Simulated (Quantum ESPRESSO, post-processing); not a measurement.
# AlN, rock salt type, strained in the (001) plane, stepped through biaxial strain in the plane, part 2 of 2

Aim: how the results for AlN, rock salt type, strained in the (001) plane change with biaxial strain in the plane.

Quantum ESPRESSO 7.5; plane-wave DFT, PBE, GBRV ultrasoft pseudopotentials.

So far. Step 6 (Variable-cell relaxation, -3 %):  The last row is no step: it is a fresh SCF in the final cell with a new plane-wave basis, -1 meV from the row before.

The structure was built from a prototype and need not be the compound's stable phase.

### Step 9. Relaxing cell and ions, 3 %

m7.relax.in

```
&control
  prefix = 'm7.relax'
  outdir = './out'
  pseudo_dir = './pseudo'
  nstep = 40
  forc_conv_thr = 0.001
  calculation = 'vc-relax'
/
&system
  ibrav = 0
  nat = 4
  ntyp = 2
  ecutwfc = 50
  ecutrho = 250
  occupations = 'fixed'
/
&electrons
  conv_thr = 1e-10
  mixing_beta = 0.6
  electron_maxstep = 120
/
&ions
/
&cell
  cell_dofree = 'z'
  press_conv_thr = 0.3
/
ATOMIC_SPECIES
  Al  26.9815  al_pbe_v1.uspp.F.UPF
  N   14.0070  n_pbe_v1.2.uspp.F.UPF
CELL_PARAMETERS angstrom
  2.96835779619000 0.00000000000000 0.00000000000000
  0.00000000000000 2.96835779619000 0.00000000000000
  0.00000000000000 0.00000000000000 4.07545141600000
ATOMIC_POSITIONS crystal
  Al  0.000000000000 0.000000000000 0.000000000000
  N   0.500000000000 0.500000000000 0.000000000000
  Al  0.500000000000 0.500000000000 0.500000000000
  N   0.000000000000 0.000000000000 0.500000000000
K_POINTS automatic
  8 8 6 0 0 0
```

Command:

```console
> OMP_NUM_THREADS=1 mpirun -n 4 pw.x -nk 4 -in m7.relax.in > m7.relax.out
```

Wall time 28 s (4 MPI ranks of Arm Neoverse N1, shared host); peak memory 0.23 GiB.

The steps of the relaxation:

```
step  energy less that of the first step (eV)  largest force (eV/Å)  volume (Å³)
   1                                   0.0000                0.0000        35.91
   2                                  -0.0219                0.0000        35.34
   3                                  -0.0238                0.0000        35.10
   4                                  -0.0238                0.0000        35.13
   5                                  -0.0230                0.0000        35.13
```

```
conventional cell, symmetrised  before  after  change
                         a (Å)   2.968  2.968  -0.0 %
                         b (Å)   2.968  2.968  -0.0 %
                         c (Å)   4.075  3.987  -2.2 %
              volume (Å³/atom)    8.98   8.78  -2.2 %
```

 The last row is no step: it is a fresh SCF in the final cell with a new plane-wave basis, +1 meV from the row before.

Read from the output:

- free energy: -735.3081 eV
- valence top, on the run's zero: 10.47 eV

### Step 10. Ground state, 3 %

m7.scf.in

```
&control
  prefix = 'm7.scf'
  outdir = './out'
  pseudo_dir = './pseudo'
  calculation = 'scf'
  tprnfor = .true.
/
&system
  ibrav = 0
  nat = 4
  ntyp = 2
  ecutwfc = 40
  ecutrho = 200
  occupations = 'fixed'
  nbnd = 12
/
&electrons
  conv_thr = 1e-09
  mixing_beta = 0.6
  electron_maxstep = 120
/
ATOMIC_SPECIES
  Al  26.9815  al_pbe_v1.uspp.F.UPF
  N   14.0070  n_pbe_v1.2.uspp.F.UPF
CELL_PARAMETERS angstrom
  2.96835779600000 0.00000000000000 0.00000000000000
  0.00000000000000 2.96835779600000 0.00000000000000
  0.00000000000000 0.00000000000000 3.98690470600000
ATOMIC_POSITIONS crystal
  Al  0.000000000000 0.000000000000 0.000000000000
  N   0.500000000000 0.500000000000 0.000000000000
  Al  0.500000000000 0.500000000000 0.500000000000
  N   0.000000000000 0.000000000000 0.500000000000
K_POINTS automatic
  8 8 6 0 0 0
```

Command:

```console
> OMP_NUM_THREADS=1 mpirun -n 4 pw.x -nk 4 -in m7.scf.in > m7.scf.out
```

Wall time 5.5 s (4 MPI ranks); peak memory 0.2 GiB; 22 s of CPU time.

Numbers from this step:

```
free energy                          : -735.3039 eV
conduction bottom, on the run's zero : 14.10 eV
gap by band count                    : 3.630 eV
```

### Step 11. Complex bands with pwcond.x, 3 %

m7.cbs.in

```
&inputcond
  outdir = './out'
  prefixl = 'm7.scf'
  band_file = 'm7.cbs'
  ikind = 0
  ewind = 4.0
  epsproj = 1e-05
  nz1 = 7
  energy0 = 7.05
  denergy = -0.15
/
3
  0.00000000 0.00000000 1.00000000
  0.50000000 0.00000000 1.00000000
  0.50000000 0.50000000 1.00000000
55
```

Command:

```console
> OMP_NUM_THREADS=1 mpirun -n 4 pwcond.x -in m7.cbs.in > m7.cbs.out
```

Wall time 35 s (4 MPI ranks); peak memory 0.18 GiB; 2.3 min of CPU time.

K across = (0, 0) in the cell's reciprocal vectors; values within 0.0025 1/Å of each other count once, columns are sorted by size at each energy, a dash where no further value was kept. Im kz of the slowest decaying states against energy, zero at the highest filled level of the SCF mesh:

```
energy (eV)  decay 1 (Å⁻¹)  decay 2 (Å⁻¹)  decay 3 (Å⁻¹)
      -1.05          0.748           1.28           2.16
      -0.75          0.725           1.25           2.14
      -0.45          0.702           1.21           2.12
      -0.15           0.15          0.677           1.18
       0.00          0.016          0.019          0.185
       0.30          0.234          0.255          0.639
       0.60          0.269           0.35          0.611
       0.90          0.294          0.416          0.582
       1.20          0.312          0.467          0.551
       1.50          0.324          0.508          0.518
       1.80          0.331          0.483          0.541
       1.95          0.333          0.463          0.556
       2.25          0.333          0.422          0.582
       2.55          0.329          0.375          0.603
       2.85           0.32          0.621          0.764
       3.15          0.253          0.306          0.636
       3.45          0.156          0.285          0.648
       3.75          0.258          0.583          0.658
       4.05          0.219          0.508          0.666
       4.20          0.194          0.466          0.669
       4.50           0.12          0.369          0.675
       4.80          0.233          0.678           1.79
       5.10           0.68           1.77           1.78
       5.40           0.68           1.75           1.76
       5.70          0.679           1.73           1.75
       6.00          0.677           1.70           1.73
       6.15          0.675           1.69           1.72
       6.45           0.67           1.67           1.70
       6.75          0.665           1.64           1.69
       7.05          0.062          0.657           1.61
```

### Step 12. Relaxing cell and ions, 4 %

m8.relax.in

```
&control
  prefix = 'm8.relax'
  outdir = './out'
  pseudo_dir = './pseudo'
  nstep = 40
  forc_conv_thr = 0.001
  calculation = 'vc-relax'
/
&system
  ibrav = 0
  nat = 4
  ntyp = 2
  ecutwfc = 50
  ecutrho = 250
  occupations = 'fixed'
/
&electrons
  conv_thr = 1e-10
  mixing_beta = 0.6
  electron_maxstep = 120
/
&ions
/
&cell
  cell_dofree = 'z'
  press_conv_thr = 0.3
/
ATOMIC_SPECIES
  Al  26.9815  al_pbe_v1.uspp.F.UPF
  N   14.0070  n_pbe_v1.2.uspp.F.UPF
CELL_PARAMETERS angstrom
  2.99717680392000 0.00000000000000 0.00000000000000
  0.00000000000000 2.99717680392000 0.00000000000000
  0.00000000000000 0.00000000000000 4.07545141600000
ATOMIC_POSITIONS crystal
  Al  0.000000000000 0.000000000000 0.000000000000
  N   0.500000000000 0.500000000000 0.000000000000
  Al  0.500000000000 0.500000000000 0.500000000000
  N   0.000000000000 0.000000000000 0.500000000000
K_POINTS automatic
  8 8 6 0 0 0
```

Command:

```console
> OMP_NUM_THREADS=1 mpirun -n 4 pw.x -nk 4 -in m8.relax.in > m8.relax.out
```

Wall time 32 s (4 MPI ranks); peak memory 0.23 GiB; 2.1 min of CPU time.

Step by step:

```
step  energy less that of the first step (eV)  largest force (eV/Å)  volume (Å³)
   1                                   0.0000                0.0000        36.61
   2                                  -0.0383                0.0000        35.85
   3                                  -0.0414                0.0000        35.53
   4                                  -0.0415                0.0000        35.58
   5                                  -0.0415                0.0000        35.58
   6                                  -0.0405                0.0000        35.58
```

```
conventional cell, symmetrised  before  after  change
                         a (Å)   2.997  2.997  +0.0 %
                         b (Å)   2.997  2.997  +0.0 %
                         c (Å)   4.075  3.961  -2.8 %
              volume (Å³/atom)    9.15   8.89  -2.8 %
```

 The last row is no step: it is a fresh SCF in the final cell with a new plane-wave basis, +1 meV from the row before.

Numbers from this step:

```
free energy                    : -735.2545 eV
valence top, on the run's zero : 10.33 eV
```

### Step 13. Self-consistent run, 4 %

m8.scf.in

```
&control
  prefix = 'm8.scf'
  outdir = './out'
  pseudo_dir = './pseudo'
  calculation = 'scf'
  tprnfor = .true.
/
&system
  ibrav = 0
  nat = 4
  ntyp = 2
  ecutwfc = 40
  ecutrho = 200
  occupations = 'fixed'
  nbnd = 12
/
&electrons
  conv_thr = 1e-09
  mixing_beta = 0.6
  electron_maxstep = 120
/
ATOMIC_SPECIES
  Al  26.9815  al_pbe_v1.uspp.F.UPF
  N   14.0070  n_pbe_v1.2.uspp.F.UPF
CELL_PARAMETERS angstrom
  2.99717680400000 0.00000000000000 0.00000000000000
  0.00000000000000 2.99717680400000 0.00000000000000
  0.00000000000000 0.00000000000000 3.96059341400000
ATOMIC_POSITIONS crystal
  Al  0.000000000000 0.000000000000 0.000000000000
  N   0.500000000000 0.500000000000 0.000000000000
  Al  0.500000000000 0.500000000000 0.500000000000
  N   0.000000000000 0.000000000000 0.500000000000
K_POINTS automatic
  8 8 6 0 0 0
```

Command:

```console
> OMP_NUM_THREADS=1 mpirun -n 4 pw.x -nk 4 -in m8.scf.in > m8.scf.out
```

Run time: 5.8 s. Hardware: 4 MPI ranks; peak memory 0.2 GiB; 23 s of CPU time.

This step gave:

| Property | Result |
| --- | --- |
| free energy | -735.2502 eV |
| conduction bottom, on the run's zero | 13.77 eV |
| gap by band count | 3.435 eV |

### Step 14. Complex bands with pwcond.x, 4 %

m8.cbs.in is the input of step 11 with these lines changed:

```diff
@@ -2,4 +2,4 @@
   outdir = './out'
-  prefixl = 'm7.scf'
-  band_file = 'm7.cbs'
+  prefixl = 'm8.scf'
+  band_file = 'm8.cbs'
   ikind = 0
```

Command:

```console
> OMP_NUM_THREADS=1 mpirun -n 4 pwcond.x -in m8.cbs.in > m8.cbs.out
```

It took 35 s on 4 MPI ranks; peak memory 0.18 GiB; 2.3 min of CPU time.

K across = (0, 0) in the cell's reciprocal vectors; values within 0.0025 1/Å of each other count once, columns are sorted by size at each energy, a dash where no further value was kept. The Im kz of the slowest decaying states by energy, zero at the highest filled level of the SCF mesh:

```
energy (eV)  decay 1 (Å⁻¹)  decay 2 (Å⁻¹)  decay 3 (Å⁻¹)
      -1.05          0.712           1.26           2.12
      -0.90          0.701           1.25           2.12
      -0.60          0.679           1.22           2.10
      -0.45          0.093          0.667            1.2
      -0.15          0.182          0.643           1.17
       0.00          0.019           0.21          0.631
       0.30          0.252          0.605           1.11
       0.45          0.268          0.305          0.592
       0.75          0.293          0.383          0.563
       0.90          0.303          0.413          0.549
       1.20          0.318          0.464          0.518
       1.35          0.323          0.486          0.501
       1.65           0.33          0.466          0.523
       1.80          0.332          0.447          0.539
       1.95          0.332          0.427          0.553
       2.25          0.329          0.384          0.579
       2.40          0.326           0.36           0.59
       2.70          0.305          0.316           0.61
       2.85          0.273          0.309          0.618
       3.15          0.192          0.291          0.634
       3.30          0.132          0.279           0.64
       3.60          0.249           0.59          0.652
       3.75           0.23          0.555          0.656
       4.05           0.18          0.476          0.665
       4.20          0.143          0.431          0.668
       4.35          0.089          0.381          0.671
       4.65          0.252          0.675           1.77
       4.80           0.15          0.677           1.76
       5.10          0.679           1.74           1.75
       5.25           0.68           1.73           1.74
       5.55           0.68           1.71           1.72
       5.70          0.679           1.69           1.71
       6.00          0.677           1.67           1.70
       6.15          0.676           1.66           1.69
       6.45          0.672           1.63           1.67
       6.60          0.669           1.62           1.66
       6.90           0.08          0.663           1.59
       7.05           0.12          0.659           1.58
```

### Step 15. The series side by side

The series in one table, energies over the lowest:

```
biaxial strain in the plane  energy (eV)  gap on the mesh (eV)  peak of the slowest decay at Γ (1/Å)  energy of that peak over the valence top (eV)  peak of the slowest decay at (1/2, 0) (1/Å)
                       -4 %       0.1830                 4.293                                  0.32                                            2.7                                            -
                       -3 %       0.0990                 4.285                                 0.325                                            2.7                                            -
                       -2 %       0.0426                  4.29                                 0.329                                           2.55                                            -
                       -1 %       0.0104                 4.307                                 0.332                                           2.55                                            -
                        0 %       0.0000                 4.334                                 0.334                                            2.7                                        0.412
                        1 %       0.0088                 4.079                                 0.335                                            2.4                                        0.417
                        2 %       0.0345                 3.845                                 0.335                                           2.25                                        0.422
                        3 %       0.0751                  3.63                                 0.334                                            2.1                                        0.425
                        4 %       0.1288                 3.435                                 0.332                                            1.8                                        0.428
```

### Step 16. The arithmetic

Within ±2 % E = 96.3 eV × ε². With E = V M ε² for equal strain along both axes, M = 96.3/33.85 Å³ × 160.2 = 456 GPa.

### Step 17. What came out

```yaml
gap_on_the_mesh_at_minus_4_and_at_4: 4.29, 3.43 eV
peak_of_the_slowest_decay_at_gamma_at_minus_4_and_at_4: 0.32, 0.33 1/Å
energy_of_that_peak_over_the_valence_top_at_minus_4_and_at_4: 2.70, 1.80 eV
peak_of_the_slowest_decay_at_1_over_2_0_at_0_and_at_4: 0.41, 0.43 1/Å
biaxial_modulus_with_c_free: 456 GPa
```

What this shows: The series holds 9 members (PBE, GBRV ultrasoft). From -4 % to 4 % the gap on the mesh goes from 4.29 to 3.43 eV by way of 4.33 at 0 %. Strain of either sign splits the degenerate band edges, which is one way to get a peak at zero. From -4 % to 4 % the peak of the slowest decay at Γ goes from 0.32 to 0.33 1/Å by way of 0.34 at 1 %. From -4 % to 4 % the energy of that peak over the valence top goes from 2.70 to 1.80 eV, not quite steadily. From 0 % to 4 % the peak of the slowest decay at (1/2, 0) rises from 0.41 to 0.43 1/Å. Atoms keep their symmetric sites, so polar or tilted distortions are left out; semilocal gaps and decay constants are too small; no spin-orbit coupling; three points across.

[Logs are printed without paths, hosts, clocks, repeated set-up lines and the standing remarks that a program may print on its own settings, such as how far it seeks lower states.]

[Hosts, paths, dates, database ids (printed as entryN), source tags and the programs' standing remarks are cut or masked in the printed files.]

[Maps of the electrostatic potential energy from Ansatz leave out the sawtooth potential of an applied field or a dipole correction, so their vacuum need not be flat; planar profiles and work functions include it.]
